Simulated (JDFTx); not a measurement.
A run of JDFTx 1.7.0 (patched build):

bands.in

```
lattice \
    0.0000000000     4.2025764847     4.2025764847 \
    4.2025764847     0.0000000000     4.2025764847 \
    4.2025764847     4.2025764847     0.0000000000
coords-type Lattice
ion Mn     0.0000000000     0.0000000000     0.0000000000 1
ion O      0.5000000000     0.5000000000     0.5000000000 1

ion-species pseudo/Mn.upf
ion-species pseudo/O.upf
elec-cutoff 48 384
elec-ex-corr gga-PBEsol
elec-smearing Fermi 0.0018374661
elec-n-bands 19
spintype z-spin
initial-magnetic-moments Mn 4
elec-initial-magnetization 4.79995 yes
electronic-minimize nIterations 30 energyDiffThreshold 1e-06
davidson-band-ratio 1.3
forces-output-coords Cartesian
include path.kpoints
symmetries none
fix-electron-density run.$VAR

dump-name bands.$VAR
dump End Ecomponents EigStats BandEigs Kpoints Forces
```

File path.kpoints:

```
kpoint +0.0000000000 +0.0000000000 +0.0000000000 0.020000000000
kpoint +0.0714285714 +0.0000000000 +0.0714285714 0.020000000000
kpoint +0.1428571429 +0.0000000000 +0.1428571429 0.020000000000
kpoint +0.2142857143 +0.0000000000 +0.2142857143 0.020000000000
kpoint +0.2857142857 +0.0000000000 +0.2857142857 0.020000000000
kpoint +0.3571428571 +0.0000000000 +0.3571428571 0.020000000000
kpoint +0.4285714286 +0.0000000000 +0.4285714286 0.020000000000
kpoint +0.5000000000 +0.0000000000 +0.5000000000 0.020000000000
kpoint +0.5000000000 +0.0833333333 +0.5833333333 0.020000000000
kpoint +0.5000000000 +0.1666666667 +0.6666666667 0.020000000000
kpoint +0.5000000000 +0.2500000000 +0.7500000000 0.020000000000
kpoint +0.4375000000 +0.3125000000 +0.7500000000 0.020000000000
kpoint +0.3750000000 +0.3750000000 +0.7500000000 0.020000000000
kpoint +0.3281250000 +0.3281250000 +0.6562500000 0.020000000000
kpoint +0.2812500000 +0.2812500000 +0.5625000000 0.020000000000
kpoint +0.2343750000 +0.2343750000 +0.4687500000 0.020000000000
kpoint +0.1875000000 +0.1875000000 +0.3750000000 0.020000000000
kpoint +0.1406250000 +0.1406250000 +0.2812500000 0.020000000000
kpoint +0.0937500000 +0.0937500000 +0.1875000000 0.020000000000
kpoint +0.0468750000 +0.0468750000 +0.0937500000 0.020000000000
kpoint +0.0000000000 +0.0000000000 +0.0000000000 0.020000000000
kpoint +0.0833333333 +0.0833333333 +0.0833333333 0.020000000000
kpoint +0.1666666667 +0.1666666667 +0.1666666667 0.020000000000
kpoint +0.2500000000 +0.2500000000 +0.2500000000 0.020000000000
kpoint +0.3333333333 +0.3333333333 +0.3333333333 0.020000000000
kpoint +0.4166666667 +0.4166666667 +0.4166666667 0.020000000000
kpoint +0.5000000000 +0.5000000000 +0.5000000000 0.020000000000
kpoint +0.5250000000 +0.4500000000 +0.5250000000 0.020000000000
kpoint +0.5500000000 +0.4000000000 +0.5500000000 0.020000000000
kpoint +0.5750000000 +0.3500000000 +0.5750000000 0.020000000000
kpoint +0.6000000000 +0.3000000000 +0.6000000000 0.020000000000
kpoint +0.6250000000 +0.2500000000 +0.6250000000 0.020000000000
kpoint +0.5625000000 +0.2500000000 +0.6875000000 0.020000000000
kpoint +0.5000000000 +0.2500000000 +0.7500000000 0.020000000000
kpoint +0.5000000000 +0.2916666667 +0.7083333333 0.020000000000
kpoint +0.5000000000 +0.3333333333 +0.6666666667 0.020000000000
kpoint +0.5000000000 +0.3750000000 +0.6250000000 0.020000000000
kpoint +0.5000000000 +0.4166666667 +0.5833333333 0.020000000000
kpoint +0.5000000000 +0.4583333333 +0.5416666667 0.020000000000
kpoint +0.5000000000 +0.5000000000 +0.5000000000 0.020000000000
kpoint +0.4791666667 +0.4791666667 +0.5416666667 0.020000000000
kpoint +0.4583333333 +0.4583333333 +0.5833333333 0.020000000000
kpoint +0.4375000000 +0.4375000000 +0.6250000000 0.020000000000
kpoint +0.4166666667 +0.4166666667 +0.6666666667 0.020000000000
kpoint +0.3958333333 +0.3958333333 +0.7083333333 0.020000000000
kpoint +0.3750000000 +0.3750000000 +0.7500000000 0.020000000000
kpoint +0.6250000000 +0.2500000000 +0.6250000000 0.020000000000
kpoint +0.5833333333 +0.1666666667 +0.5833333333 0.020000000000
kpoint +0.5416666667 +0.0833333333 +0.5416666667 0.020000000000
kpoint +0.5000000000 +0.0000000000 +0.5000000000 0.020000000000
```

Potentials or basis: PseudoDojo-SR-PBEsol-0.4.1-standard with smoothed tails.

Run with:

```sh
$ jdftx -c 1 -i bands.in -o bands.out
```

Hardware: 1 thread of Arm Neoverse V2 (shared host).

**Question.** How long does it take, and how much memory?

**Answer.** It took 38 s on 1 thread of Arm Neoverse V2 (shared host), peak memory 0.15 GiB. Counts: scf iterations 0, bands 19, plane waves 2357.
